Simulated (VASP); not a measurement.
# Zn (Fm-3m) in VASP: notebook

The runs below take Zn through single point, with PBEsol.

All numbers are computed with VASP 6.6.1; they aren't measurements. Logs are shortened: lines on timing, memory, paths and dates and some standing lists are left out, and cuts for length are marked.

## 1. The structure

It takes space group Fm-3m (No. 225, cubic). The conventional cell has a = 3.930 Å, b = 3.930 Å, c = 3.930 Å, α = 90.00°, β = 90.00°, γ = 90.00°. Zn (site symmetry m-3m) is surrounded by 12 Zn at 2.78 Å.

This isn't the form of Zn at room conditions, which is hcp.

## 2. Single point, PBEsol

The input, INCAR:

```
SYSTEM = Zn
ALGO = Normal
EDIFF = 1E-6
ENCUT = 520
GGA = PS
ISIF = 2
ISMEAR = 0
LASPH = .TRUE.
LCHARG = .FALSE.
LREAL = .FALSE.
LWAVE = .FALSE.
NELM = 80
PREC = Accurate
SIGMA = 0.1
```

The input, KPOINTS:

```
k-points
0
G
  12 12 12
  0 0 0
```

The input, POSCAR:

```
Zn
1.0
    0.0000000000      1.9647760000      1.9647760000
    1.9647760000      0.0000000000      1.9647760000
    1.9647760000      1.9647760000      0.0000000000
Zn
1
Cartesian
    0.0000000000      0.0000000000      0.0000000000
```

Potentials or basis: VASP PAW PBE potentials, release 64 (Zn).

Launch:

```
$ cat potpaw_PBE.64/Zn/POTCAR > POTCAR
$ mpirun -np 1 vasp_std > vasp.out
```

OUTCAR:

```text
SYSTEM = Zn
   EDIFF = 1E-6
   ENCUT = 520
   GGA = PS
   ISIF = 2
   ISMEAR = 0
   LASPH = .TRUE.
   LREAL = .FALSE.
   NELM = 80
   PREC = Accurate

 ion  position               nearest neighbor table
   1  0.000  0.000  0.000-

  LATTYP: Found a face centered cubic cell.
 ALAT       =     3.9295520000

  Lattice vectors:

 A1 = (   0.0000000000,   1.9647760000,   1.9647760000)
 A2 = (   1.9647760000,   0.0000000000,   1.9647760000)
 A3 = (   1.9647760000,   1.9647760000,   0.0000000000)

Analysis of symmetry for initial positions (statically):
=====================================================================
 Subroutine PRICEL returns:
 Original cell was already a primitive cell.

 Routine SETGRP: Setting up the symmetry group for a
 face centered cubic supercell.

 Subroutine GETGRP returns: Found 48 space group operations
 (whereof 48 operations were pure point group operations)
 out of a pool of 48 trial point group operations.

The static configuration has the point symmetry O_h .

Analysis of symmetry for dynamics (positions and initial velocities):
=====================================================================
 Subroutine PRICEL returns:
 Original cell was already a primitive cell.

 Routine SETGRP: Setting up the symmetry group for a
 face centered cubic supercell.

 Subroutine GETGRP returns: Found 48 space group operations
 (whereof 48 operations were pure point group operations)
 out of a pool of 48 trial point group operations.

The dynamic configuration has the point symmetry O_h .

 Subroutine INISYM returns: Found 48 space group operations
 (whereof 48 operations are pure point group operations),
 and found     1 'primitive' translations

----------------------------------------------------------------------------------------

                                     Primitive cell

  volume of cell :      15.1694

  direct lattice vectors                    reciprocal lattice vectors
     0.000000000  1.964776000  1.964776000    -0.254481936  0.254481936  0.254481936
     1.964776000  0.000000000  1.964776000     0.254481936 -0.254481936  0.254481936
     1.964776000  1.964776000  0.000000000     0.254481936  0.254481936 -0.254481936

  length of vectors
     2.778612866  2.778612866  2.778612866     0.440775643  0.440775643  0.440775643

  position of ions in fractional coordinates (direct lattice)
     0.000000000  0.000000000  0.000000000

  ion indices of the primitive-cell ions
   primitive index   ion index
                 1           1

----------------------------------------------------------------------------------------

 KPOINTS: k-points

Automatic generation of k-mesh.
 Grid dimensions read from file:
 generate k-points for:   12   12   12

 Generating k-lattice:

  Cartesian coordinates                     Fractional coordinates (reciprocal lattice)
    -0.021206828  0.021206828  0.021206828     0.083333333  0.000000000  0.000000000
     0.021206828 -0.021206828  0.021206828     0.000000000  0.083333333  0.000000000
     0.021206828  0.021206828 -0.021206828     0.000000000  0.000000000  0.083333333

  Length of vectors
     0.036731304  0.036731304  0.036731304

  Shift w.r.t. Gamma in fractional coordinates (k-lattice)
     0.000000000  0.000000000  0.000000000

 Subroutine IBZKPT returns following result:
 ===========================================

 Found     72 irreducible k-points:

 Following reciprocal coordinates:
            Coordinates               Weight
  0.000000  0.000000  0.000000      1.000000
  0.083333  0.000000  0.000000      8.000000
  0.166667  0.000000  0.000000      8.000000
  0.250000  0.000000  0.000000      8.000000
  0.333333  0.000000  0.000000      8.000000
  0.416667  0.000000  0.000000      8.000000
[... 16 lines left out ...]
  0.500000  0.166667  0.000000     24.000000
 -0.416667  0.166667  0.000000     24.000000
 [... further k-points ...]
   k-points           NKPTS =     72   k-points in BZ     NKDIM =     72   number of bands    NBANDS=     10
   number of dos      NEDOS =    301   number of ions     NIONS =      1
   total plane-waves  NPLWV =  13824
   dimension x,y,z NGX =    24 NGY =   24 NGZ =   24
   dimension x,y,z NGXF=    48 NGYF=   48 NGZF=   48
   ions per type =               1
   NGX,Y,Z   is equivalent  to a cutoff of  14.36, 14.36, 14.36 a.u.
   NGXF,Y,Z  is equivalent  to a cutoff of  28.72, 28.72, 28.72 a.u.
 SYSTEM =  Zn
   PREC   = accura    normal or accurate (medium, high low for compatibility)
   ISTART =      0    job   : 0-new  1-cont  2-samecut
   ICHARG =      2    charge: 1-file 2-atom 10-const
   ISPIN  =      1    spin polarized calculation?
   LNONCOLLINEAR =      F non collinear calculations
   LSORBIT =      F    spin-orbit coupling
   LASPH  =      T    aspherical Exc in radial PAW
   ENCUT  =  520.0 eV  38.22 Ry    6.18 a.u.   5.17  5.17  5.17*2*pi/ulx,y,z
   NELM   =     80;   NELMIN=  2; NELMDL= -5     # of ELM steps
   EDIFF  = 0.1E-05   stopping-criterion for ELM
   LREAL  =      F    real-space projection
   EDIFFG = 0.1E-04   stopping-criterion for IOM
   NSW    =      0    number of steps for IOM
   IBRION =     -1    ionic relax: 0-MD 1-quasi-New 2-CG
   NFREE  =      0    steps in history (QN), initial steepest desc. (CG)
   ISIF   =      2    stress and relaxation
   ISYM   =      2    0-nonsym 1-usesym 2-fastsym
   POTIM  = 0.5000    time-step for ionic-motion
   TEBEG  =    0.0;   TEEND  =   0.0 temperature during run
   PSTRESS=    0.0 pullay stress
   NELECT =      12.0000    total number of electrons
   NUPDOWN=      -1.0000    fix difference up-down
   EMIN   =  10.00;   EMAX   =-10.00  energy-range for DOS
   EFERMI =   0.00;   METHOD = LEGACY
   ISMEAR =     0;   SIGMA  =   0.10  broadening in eV -4-tet -1-fermi 0-gaus
   EFERMI_NEDOS =   21; number of points for ismear=-14 and -15
   IALGO  =     38    algorithm
   IMIX   =      4    mixing-type and parameters
     AMIX     =   0.40;   BMIX     =  1.00
     AMIX_MAG =   1.60;   BMIX_MAG =  1.00
  volume/ion in A,a.u.               =      15.17       102.37
  Fermi-wavevector in a.u.,A,eV,Ry     =   1.514069  2.861175 31.190044  2.292404
  Thomas-Fermi vector in A             =   2.623775
   LORBIT       =      0    0 simple, 1 ext, 2 COOP (PROOUT), +10 PAW based schemes
   GGA     = PS    functional components
   LHFCALC =     F    Hartree Fock is set to
   AEXX    =    0.0000 exact exchange contribution
   IVDW    =     0    specifies the selected vdW correction
   LEPSILON=     F    determine dielectric tensor
   LRPA    =     F    only Hartree local field effects (RPA)
 non-spin polarized calculation
 Gauss-broadening in eV      SIGMA  =   0.10
  energy-cutoff  :      520.00
  volume of cell :       15.17
 maximum number of plane-waves:       424
 NGX is ok and might be reduce to    24
   NGX = 11   NGY = 11   NGZ = 11

 number of electron      12.0000008 magnetization

 Free energy of the ion-electron system (eV)
  ---------------------------------------------------
  ext. energy  EPLUGINS =         0.00000000
  ---------------------------------------------------
  free energy    TOTEN  =        -1.53636144 eV

  energy without entropy =       -1.53443144  energy(sigma->0) =       -1.53539644

 E-fermi :   2.8561     XC(G=0): -11.7252

 val. band max:        2.7436383517   @ k =  -0.4167   0.3333   0.0000
 cond. band min:       2.8825057659   @ k =  -0.4167   0.0833   0.0000
 fundamental gap:      0.1388674142
 Fermi energy:         2.8561272526

 k-point     1 :       0.0000    0.0000    0.0000
  band No.  band energies     occupation
      1      -7.4587      2.00000
      2      -4.6797      2.00000
      3      -4.6797      2.00000
      4      -4.6797      2.00000
      5      -4.2966      2.00000
      6      -4.2966      2.00000
      7      21.1520      0.00000
      8      21.1520      0.00000
      9      21.1520      0.00000
     10      21.8258      0.00000

 k-point     2 :       0.0833    0.0000    0.0000
  band No.  band energies     occupation
      1      -7.2497      2.00000
      2      -4.6962      2.00000
      3      -4.6564      2.00000
      4      -4.6564      2.00000
      5      -4.3029      2.00000
      6      -4.3029      2.00000
      7      18.0835      0.00000
      8      20.5454      0.00000
      9      20.5454      0.00000
     10      21.5707      0.00000

 k-point     3 :       0.1667    0.0000    0.0000
  band No.  band energies     occupation
      1      -6.6486      2.00000
      2      -4.7126      2.00000
      3      -4.6100      2.00000
      4      -4.6100      2.00000
      5      -4.3015      2.00000
      6      -4.3015      2.00000
      7      14.0279      0.00000
      8      19.6238      0.00000
      9      19.6238      0.00000
     10      21.3580      0.00000

 k-point     4 :       0.2500    0.0000    0.0000
  band No.  band energies     occupation
      1      -5.8411      2.00000
      2      -4.5995      2.00000
      3      -4.5995      2.00000
      4      -4.5261      2.00000
      5      -4.2438      2.00000
      6      -4.2438      2.00000
      7      10.2107      0.00000
      8      18.8968      0.00000
      9      18.8968      0.00000
     10      21.0555      0.00000

 k-point     5 :       0.3333    0.0000    0.0000
  band No.  band energies     occupation
      1      -5.4520      2.00000
      2      -4.6328      2.00000
      3      -4.6328      2.00000
      4      -4.1387      2.00000
      5      -4.1387      2.00000
      6      -3.4950      2.00000
      7       6.7263      0.00000
      8      18.4296      0.00000
      9      18.4296      0.00000
     10      20.7214      0.00000

 k-point     6 :       0.4167    0.0000    0.0000
  band No.  band energies     occupation
      1      -5.4157      2.00000
      2      -4.6693      2.00000
      3      -4.6693      2.00000
      4      -4.0471      2.00000
      5      -4.0471      2.00000
      6      -1.6968      2.00000
      7       3.6353      0.00000
      8      18.1955      0.00000
      9      18.1955      0.00000
     10      20.4554      0.00000
[... 183 lines left out ...]
 k-point    21 :       0.3333    0.1667    0.0000
  band No.  band energies     occupation
      1      -5.2607      2.00000
      2      -4.8290      2.00000
      3      -4.5926      2.00000
      4      -4.4555      2.00000
      5      -4.0989      2.00000
      6      -3.5375      2.00000
      7       9.6619      0.00000
      8      14.9514      0.00000
      9      16.1493      0.00000
     10      17.6433      0.00000

 k-point    22 :       0.4167    0.1667    0.0000
  band No.  band energies     occupation
      1      -5.1998      2.00000
      2      -4.7344      2.00000
      3      -4.5310      2.00000
      4      -4.4885      2.00000
      5      -4.0225      2.00000
      6      -2.1009      2.00000
      7       6.3231      0.00000
      8      14.4768      0.00000
      9      14.8234      0.00000
     10      17.5387      0.00000

 k-point    23 :       0.5000    0.1667    0.0000
  band No.  band energies     occupation
      1      -5.2082      2.00000
      2      -4.7657      2.00000
      3      -4.5235      2.00000
      4      -4.3894      2.00000
      5      -4.0026      2.00000
      6      -0.1194      2.00000
      7       3.3719      0.00000
      8      13.1749      0.00000
      9      15.1625      0.00000
     10      17.7599      0.00000

 k-point    24 :      -0.4167    0.1667    0.0000
  band No.  band energies     occupation
      1      -5.1926      2.00000
      2      -4.7685      2.00000
      3      -4.5401      2.00000
      4      -4.3322      2.00000
      5      -4.0562      2.00000
      6       0.6094      2.00000
      7       2.5199      2.00000
      8      12.2819      0.00000
      9      15.9672      0.00000
     10      18.3160      0.00000

 [... further k-points ...]

------------------------ aborting loop because EDIFF is reached ----------------------------------------

  FORCE on cell =-STRESS in cart. coord.  units (eV):
  Direction    XX          YY          ZZ          XY          YZ          ZX
  --------------------------------------------------------------------------------------
  -------------------------------------------------------------------------------------
  Total       -0.4618037     -0.4618037     -0.4618037     -0.0000000     -0.0000000      0.0000000
  in kB      -48.7751788    -48.7751788    -48.7751788     -0.0000000     -0.0000000      0.0000000
  external PRESSURE =     -48.7751788 kB  Pullay stress =       0.0000000 kB

 VOLUME and BASIS-vectors are now :
 -----------------------------------------------------------------------------
  energy-cutoff  :      520.00
  volume of cell :       15.17
      direct lattice vectors                 reciprocal lattice vectors
     0.000000000  1.964776000  1.964776000    -0.254481936  0.254481936  0.254481936
     1.964776000  0.000000000  1.964776000     0.254481936 -0.254481936  0.254481936
     1.964776000  1.964776000  0.000000000     0.254481936  0.254481936 -0.254481936

 POSITION                                       TOTAL-FORCE (eV/Angst)
 -----------------------------------------------------------------------------------
      0.00000      0.00000      0.00000         0.000000      0.000000      0.000000
 -----------------------------------------------------------------------------------
    total drift:                                0.000000      0.000000     -0.000000

  FREE ENERGIE OF THE ION-ELECTRON SYSTEM (eV)
  ---------------------------------------------------
  free  energy   TOTEN  =        -1.5363614395 eV

  energy  without entropy=       -1.5344314382  energy(sigma->0) =       -1.53539644
```

It took 3.9 s on 1 thread of Intel Xeon 6975P-C (Granite Rapids), shared host; peak memory 0.13 GiB.

Results:

- Free energy: -1.5364 eV
- Pressure: -4.9 GPa
- Band gap on the k mesh: none (metal or under the smearing width)

Caveat: the PAW data sets were made with another functional, which shifts forces and pressure a little.

## 3. Single point, PBEsol

The input, run.py:

```python
from ase.calculators.vasp import Vasp
from ase.dft.bandgap import bandgap
from ase.io import read

atoms = read('Zn.xyz')
calc = Vasp(
    directory='calc',
    xc='pbesol',
    pp='PBE',
    setups='materialsproject',
    prec='Accurate',
    encut=520,
    ediff=1e-06,
    ismear=0,
    sigma=0.1,
    lreal=False,
    lasph=True,
    nelm=100,
    algo='Fast',
    isif=2,
    lwave=False,
    lcharg=True,
    lelf=True,
    lvhar=True,
    kpts=[12, 12, 12],
    gamma=True,
)
atoms.calc = calc

print('energy (eV):', atoms.get_potential_energy())
print('free energy (eV):', atoms.get_potential_energy(force_consistent=True))
print('forces (eV/A):')
print(atoms.get_forces())
print('stress (eV/A^3, Voigt):', atoms.get_stress())
print('Fermi level (eV):', calc.get_fermi_level())
gap, top, bottom = bandgap(calc)
print('band gap (eV):', gap, 'from (spin, k, band)', top, 'to', bottom)
```

The input, Zn.xyz:

```xyz
1
Lattice="0.0000000000 1.9647760000 1.9647760000 1.9647760000 0.0000000000 1.9647760000 1.9647760000 1.9647760000 0.0000000000" Properties=species:S:1:pos:R:3 pbc="T T T"
Zn     0.0000000000      0.0000000000      0.0000000000
```

Potentials or basis: VASP PAW PBE potentials, release 64 (Zn).

Launch:

```
$ python run.py
```

Run time: 6.7 s. Hardware: 1 thread of Intel Xeon 6975P-C (Granite Rapids), shared host; peak memory 0.14 GiB.

Results (log left out):

```
Free energy            : -1.5364 eV
Pressure               : -4.9 GPa
Band gap on the k mesh : none (metal or under the smearing width)
```

Levels at points of the mesh, in eV from the Fermi level:
| k point | band 3 | band 4 | band 5 | band 6 | band 7 | band 8 | band 9 | band 10 |
| --- | --- | --- | --- | --- | --- | --- | --- | --- |
| (0.00, 0.00, 0.00) | -7.54 | -7.54 | -7.15 | -7.15 | 18.30 | 18.30 | 18.30 | 18.97 |
| (0.50, 0.00, 0.00) | -7.54 | -6.87 | -6.87 | -2.86 | -1.33 | 15.27 | 15.27 | 17.50 |
| (0.50, 0.50, 0.00) | -6.88 | -6.80 | -6.80 | -0.95 | 1.78 | 8.46 | 8.46 | 12.14 |

Caveat: the PAW data sets were made with another functional, which shifts forces and pressure a little.

## 4. For comparison

An earlier run on the cell as given: functional PBE; potentials or basis VASP PAW PBE potentials, release 64 (Zn); cutoff 520 eV; k mesh 12 × 12 × 12; occupations fermi-dirac, width 0.05 eV; no spin polarisation.

* Pressure: 0.1 GPa
* Band gap on the k mesh: none (metal or under the smearing width)
